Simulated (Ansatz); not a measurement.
# CeO2, relaxed from a CdCl2-type start to space group Fm-3m (read at 0.02 Å)

The computed numbers are results of PBE, scalar-relativistic (no spin polarisation) in the plane-wave PAW code Ansatz at 420 eV, 10×10×10 k-mesh, Gaussian smearing of 0.05 eV. The datasets are Ansatz's generated set soft_2.

```
Ce O
1.0
     1.93162    1.11522    3.15555
    -1.93162    1.11522    3.15555
     0.00000   -2.23045    3.15555
Ce O
1 2
Cartesian
  0.0000 0.0000 0.0000
  0.0000 0.0000 2.3666
  0.0000 0.0000 7.1000
```

The start was a prototype's sites filled with these elements; the Crystallography Open Database holds the compound in this structure.

Cell and atoms are those of this level's equilibrium.

Path: Γ–T–H2 | H0–L–Γ–S0 | S2–F–Γ, with Γ = (0.000, 0.000, 0.000), T = (0.500, 0.500, 0.500), H2 = (0.750, 0.250, 0.500), H0 = (0.500, -0.250, 0.250), L = (0.500, 0.000, 0.000), S0 = (0.375, -0.375, 0.000), S2 = (0.625, 0.000, 0.375), F = (0.500, 0.000, 0.500) in reciprocal vectors of the calculation's cell.

**Question.** Is it a metal or an insulator, and if it has a gap, where are the band edges on this path?

**Answer.** An insulator with a gap of 1.89 eV on the path, the valence band topping between Γ and S0 and the conduction band bottoming at T; the smallest direct gap is 1.98 eV.

Levels between -3 and 5 eV from the Fermi level at the path's named points:
| point | below E_F (eV) | above E_F (eV) |
| --- | --- | --- |
| Γ | -1.51 -1.51 -1.51 | 1.26 1.26 1.26 1.49 1.89 1.89 1.89 |
| T | -2.19 -2.12 -1.72 -1.72 | 0.96 1.13 1.13 1.27 1.75 1.75 1.82 |
| H2 and H0 | -1.98 -1.97 -1.62 -1.56 | 1.03 1.14 1.14 1.37 1.37 1.40 2.12 |
| L | -2.19 -2.12 -1.72 -1.71 | 0.96 1.13 1.13 1.27 1.75 1.75 1.82 |
| S0 and S2 | -2.64 -2.28 -2.21 -1.65 -1.24 | 1.04 1.12 1.16 1.25 1.40 1.51 2.09 |
| F | -2.14 -2.14 -1.68 -1.68 -1.51 | 1.00 1.09 1.09 1.24 1.56 1.56 2.17 4.67 |

Within 0.6 eV of the edges the projected states are 83 % O 2p at the top of the valence band and 96 % Ce 4f at the bottom of the conduction band. The gap runs from the anion's p states to empty Ce levels; semilocal functionals put empty 4f levels too low, so the gap to them is too small.

**What was measured.** From “Observation of Fast Low‐Temperature Oxygen Ion Conduction in CeO2/β"‐Al2O3 Heterostructure”, 2024, pmc:11425223, for a powder of CeO2: band gap 3.27 eV (direct).

**Against experiment.** Measured direct gap of CeO2: 3.27 eV (direct; powder; “Observation of Fast Low‐Temperature Oxygen Ion Conduction in CeO2/β"‐Al2O3 Heterostructure”, 2024, pmc:11425223). This calculation gives 1.98 eV (-1.29 eV). Kohn–Sham gaps of semilocal functionals mostly fall below measured ones. Spin–orbit coupling is left out here. Temperature and excitons aren't in the calculation.

These numbers lack spin–orbit coupling.
